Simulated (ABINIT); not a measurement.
Crystal: Li.

```
CELL_PARAMETERS angstrom
-1.75465 1.75465 1.75465
1.75465 -1.75465 1.75465
1.75465 1.75465 -1.75465
ATOMIC_POSITIONS crystal
Li 0.00000 0.00000 0.00000
```

| Property | Result |
| --- | --- |
| Program | ABINIT 10.8.3 (patched build) |
| Task | relaxation of cell and atoms |
| Functional | PBEsol |
| Potentials or basis | PseudoDojo NC SR PBEsol v0.4.1 standard |
| Cutoff | 1007 eV |
| k mesh | 8 × 8 × 8 |
| Occupations | fermi-dirac, width 0.05 eV |
| Spin | no spin polarisation |

At the start: pressure -0.7 GPa; volume 21.61 Å³/atom.

Question: Where does the relaxation end?

Answer: Over 4 steps the energy falls by 3.1 meV/atom and the volume is 20.33 Å³/atom (-5.9 %); space group Im-3m (No. 229, to 0.05 Å).

Step by step:
```csv
step,energy change (eV),largest force (eV/Å),pressure (GPa),volume (Å³)
1,0.0000,0.0000,-0.75,21.61
2,-0.0002,0.0000,-0.72,21.56
3,-0.0031,0.0000,0.07,20.23
4,-0.0031,0.0000,-0.01,20.33
```

Final structure:
```yaml
crystal:
  lattice:
    - [-1.71947, 1.71947, 1.71947]
    - [1.71947, -1.71947, 1.71947]
    - [1.71947, 1.71947, -1.71947]
  atoms:
    - { symbol: Li, position: [0.00000, 0.00000, 0.00000] }
```

The cell as given is a measured one (21.61 Å³/atom); PBEsol puts the equilibrium volume -5.9 % from it, thermal expansion not counted.
